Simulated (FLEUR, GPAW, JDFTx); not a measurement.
One calculation of Al, 3 ways

```
Al
1.0
     0.00000    2.02481    2.02481
     2.02481    0.00000    2.02481
     2.02481    2.02481    0.00000
Al
1
Direct
  0.00000 0.00000 0.00000
```

Alike in all runs: task equation of state; functional RPBE; k mesh 11 × 11 × 11; occupations fermi-dirac, width 0.05 eV; no spin polarisation; no spin-orbit coupling.

```csv
program and potentials,plane-wave cutoff (eV),notes,equilibrium volume (Å³/atom),bulk modulus (GPa)
"GPAW, the program's PAW data sets (release 1.2.1) made for this functional",600,-,16.85,77.2
"JDFTx, PseudoDojo-SR-PBE-0.5-standard",544,potentials made for PBE,16.49,79.1
"FLEUR, all-electron, FLAPW",-,-,16.83,76.7
```

The equilibrium volume spans 16.49 (JDFTx, PseudoDojo-SR-PBE-0.5-standard) to 16.85 Å³/atom (GPAW, the program's PAW data sets (release 1.2.1) made for this functional), with all-electron results at 16.83. The bulk modulus spans 76.7 (FLEUR, all-electron, FLAPW) to 79.1 GPa (JDFTx, PseudoDojo-SR-PBE-0.5-standard), with all-electron results at 76.7. For a metal such a mesh isn't converged, which the comparison doesn't need.

The functional is the same throughout but for its coding, so the spread measures potentials, basis and numerics; runs on potential files found faulty are left out.

GPAW and the all-electron FLEUR calculation agree closely on the volume, at 16.85 and 16.83 Å³/atom, while JDFTx gives a distinctly denser crystal at 16.49 Å³/atom. The likely cause is the mismatch between functional and potential. RPBE enhances exchange more strongly than PBE where the reduced density gradient is large, and in aluminium much of its extra lattice expansion comes from the region where the 3s and 3p valence density meets the core. A potential generated with PBE keeps that functional's core–valence interaction and so probably suppresses part of the expansion.

The stiffer JDFTx result, 79.1 GPa, fits its smaller volume, since compression raises the electron gas's resistance to further compression. The other two runs break this order, GPAw being slightly both larger in volume and stiffer than FLEUR, a difference small enough to come from numerics or the fit. Any closer match of the JDFTx volume to experiment would therefore not indicate a better description of aluminium by RPBE.
